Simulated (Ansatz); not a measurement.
## Equation of state of tellurium, fcc

These are results of Ansatz, DFT, BLYP, plane waves (420 eV) with PAW, scalar-relativistic, not measurements. (PAW data from PBE, frozen cores regenerated.)

The cell is scaled uniformly from the relaxed one, with fractional coordinates and shape fixed. Energies are extrapolated to zero smearing, pressures are those at the given smearing. Magnetic state: spin not included.

```
V (Å³/atom)  E − E₀ (meV/atom)  P (GPa)
     28.178               66.9     6.53
     29.459               26.7     3.83
     30.740                5.7     1.71
     32.021                0.0     0.03
     33.301                6.3    -1.29
     34.582               22.1    -2.32
     35.863               45.2    -3.11
```

Q: Fit a third-order Birch-Murnaghan equation.

A: V₀ = 31.94 Å³/atom, B₀ = 38 GPa, B₀′ = 5.0.
